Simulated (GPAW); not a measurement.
The system is MgS (Niningerite).

```
CELL_PARAMETERS angstrom
0.00000 2.60165 2.60165
2.60165 0.00000 2.60165
2.60165 2.60165 0.00000
ATOMIC_POSITIONS crystal
S 0.50000 0.50000 0.50000
Mg 0.00000 0.00000 0.00000
```

```yaml
Program: GPAW 26.7.0
Task: single point
Functional: PBEsol
Potentials_or_basis: PAW data sets generated in the run's folder for this functional
Cutoff: 800 eV
Basis: pw
k_mesh: 9 × 9 × 9
Occupations: fermi-dirac, width 0.05 eV
Spin: no spin polarisation
```

On this cell: pressure -0.9 GPa; largest force zero by symmetry; band gap on the k mesh 2.84 eV, indirect (least direct gap 3.60 eV).

The same run follows on a disturbed copy (atoms moved at random, drawn with an rms of 0.05 Å):

```
CELL_PARAMETERS angstrom
0.00000 2.60165 2.60165
2.60165 0.00000 2.60165
2.60165 2.60165 0.00000
ATOMIC_POSITIONS crystal
S 0.49923 0.50365 0.50962
Mg 0.01475 0.99180 0.98833
```

Problem. What does the disturbed cell give?

Solution. The energy moves by +5.6 meV/atom; pressure -0.6 GPa; largest force 0.260 eV/Å; band gap on the k mesh 2.84 eV, indirect (least direct gap 3.59 eV).

Forces on the atoms (eV/Å):
```
S   -0.255 -0.042  0.026
Mg   0.255  0.042 -0.026
```

Stress tensor (GPa, compression positive):
```
-0.04 -0.02  0.01
-0.02 -0.94  0.00
 0.01  0.00 -0.95
```

Caveats: an odd mesh through Γ misses points on the zone boundary, where band edges often lie.
